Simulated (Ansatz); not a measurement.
## A film clamped to a substrate in Ti3Al

These are results of DFT PBE, scalar-relativistic, plane waves, PAW in Ansatz, not measurements. Settings: plane waves to 420 eV, k-mesh 12×12×8 (Γ-centred), Gaussian smearing 0.15 eV. No spin polarisation. Energies are free energies at this smearing, counted from the undisturbed cell; pressure is positive in compression.

The starting cell (relaxed at this level; it needn't be the usual structure):

```
CELL_PARAMETERS angstrom
5.75534 0.00000 0.00000
-2.87767 4.98427 0.00000
0.00000 0.00000 4.65414
ATOMIC_POSITIONS crystal
Ti 0.83021 0.16979 0.25000
Ti 0.66042 0.83021 0.75000
Ti 0.83021 0.66042 0.25000
Ti 0.16979 0.83021 0.75000
Ti 0.33958 0.16979 0.25000
Ti 0.16979 0.33958 0.75000
Al 0.33333 0.66667 0.25000
Al 0.66667 0.33333 0.75000
```

The cell (8 atoms, V0 = 133.51 Å³) is strained by p along both x and y and by q along z, fractional coordinates fixed. τp = (1/V0) ∂E/∂p = (σxx + σyy)(1 + p)(1 + q) and τq = (1/V0) ∂E/∂q = σzz(1 + p)², with tension positive.

```csv
p,q,ΔE (meV/atom),τp (GPa),τq (GPa)
0.000,0.000,0.00,-0.07,-0.08
-0.050,0.000,81.43,-33.27,-6.69
0.050,0.000,61.95,22.33,6.26
0.000,-0.050,31.80,-8.07,-12.29
0.000,0.050,26.85,5.40,9.89
```

Q: Get the second derivatives of the energy density.

A: Central differences give A = ∂τp/∂p = 556 GPa (C11 + C22 + 2 C12), C = ∂τq/∂q = 222 GPa (C33) and the cross term B = ∂τq/∂p = 129 GPa (C13 + C23); ∂τp/∂q = 135 GPa must equal B, and any difference shows higher-order terms. Steps this large leave an error of some per cent of A or C in all of these, which can swamp a small B. The ions are clamped.

Q: A film of this crystal grows with z along the normal on a substrate that imposes p. How does its thickness respond, and what does the misfit cost?

A: Count p and q from the stress-free cell. A free surface needs τq = 0, so q = −(B/C) p = -0.58 p. The energy density left is (A − B²/C) p²/2 = M p², with the biaxial modulus M = 240 GPa; a misfit of 1 % costs 2.50 meV/atom, against 2.90 meV/atom if the thickness were held.

At p = -0.050 the energies along q are 155.1 (q = -0.050), 108.1 (q = -0.025), 81.4 (q = 0.000), 72.4 (q = 0.025), 78.6 (q = 0.050) meV/atom.

Q: Does the linear rule hold at this misfit?

A: A parabola through the lowest point and its neighbours has its minimum at q = 0.027, 72.4 meV/atom. With the stress left in the starting cell, τp0 and τq0, linear elasticity gives q = −(τq0 + Bp)/C = 0.030 and E = V0(τp0 p + τq0 q + Ap²/2 + Bpq + Cq²/2)/N = 62.7 meV/atom. The energies differ by more than a tenth, so the quadratic law fails here: the gap holds the anharmonic part, with some error from the wide steps. Cubic terms also shift the vertex of so wide a parabola.

Forces appear on the atoms along this scan, and letting them relax would lower the energy and soften the response. In a metal these slopes depend on the k mesh and the smearing.

Cost: 13 runs of about 8.9 core-minutes in all, on Intel Xeon Processor @ 2.70GHz (shared hosts).

Clamped in the plane, Ti3Al recovers little of its misfit energy by changing thickness: 2.50 meV/atom remains of 2.90 meV/atom at 1 % misfit. The coupling B is small beside A and C, so the normal strain of -0.58 p falls far short of conserving volume, and a compressed film becomes denser. This resistance to changing shape at fixed volume probably reflects directional Ti d–d and Ti d–Al p bonding, which adds to the volume-dependent cohesion of the electron gas. The close-packed, ordered hexagonal arrangement, with an axial ratio near ideal, fits the nearly isotropic relation among the three moduli.

Compression costs more than equal tension along both strain directions, because short-range repulsion rises steeply while bonding weakens gradually on stretching. The harmonic estimate of 62.7 meV/atom therefore falls below the computed 72.4 meV/atom for the compressed film. These strains don't separate C11 from C12 or probe basal shear, so they can't establish full elastic stability.
